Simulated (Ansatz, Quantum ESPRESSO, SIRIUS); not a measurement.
# One calculation of WS2, 4 ways

```
W S
1.0
     3.18000    0.00000    0.00000
    -1.59000    2.75396    0.00000
     0.00000    0.00000   12.50000
W S
2 4
Direct
  0.66667 0.33333 0.75000
  0.33333 0.66667 0.25000
  0.66667 0.33333 0.37500
  0.33333 0.66667 0.87500
  0.66667 0.33333 0.12500
  0.33333 0.66667 0.62500
```

Alike in all runs: task band structure; functional PBE; k mesh 10 × 10 × 3; occupations fermi-dirac, width 0.05 eV; no spin polarisation; no spin-orbit coupling. Pressure is positive in compression and, in plane waves, holds the error of the finite cutoff, which Ansatz's Pulay term estimates and takes out. Gaps are the smaller of the mesh's and the band path's.

```
                                      program and potentials  plane-wave cutoff (eV)                             notes  band gap (eV)  pressure (GPa)  largest force (eV/Å)
                                          Ansatz, Ansatz PAW                     420  Pulay term of +0.03 GPa included           1.05            2.28                 0.129
SIRIUS, all-electron FP-LAPW (ZORA valence), apw+lo standard                       -                                 -           1.05               -                 0.126
              Ansatz, all-electron LAPW, scalar-relativistic                       -                                 -           1.05            2.34                 0.133
                              Quantum ESPRESSO, GBRV 1.5 PBE                     612                                 -           1.05            1.88                 0.160
```

Force on atom 3 (S), eV/Å:

```csv
program and potentials,x,y,z
"Ansatz, Ansatz PAW",0.000,0.000,0.129
"SIRIUS, all-electron FP-LAPW (ZORA valence), apw+lo standard",0.000,0.000,0.126
"Ansatz, all-electron LAPW, scalar-relativistic",0.000,0.000,0.133
"Quantum ESPRESSO, GBRV 1.5 PBE",0.000,0.000,0.160
```

All agree on the band gap. The pressure spans 1.88 (Quantum ESPRESSO, GBRV 1.5 PBE) to 2.34 GPa (Ansatz, all-electron LAPW, scalar-relativistic), with all-electron results at 2.34. The paths' points differ, which is worth about 0.01 eV.

The functional is the same throughout but for its coding, so the spread measures potentials, basis and numerics; runs on potential files found faulty are left out.
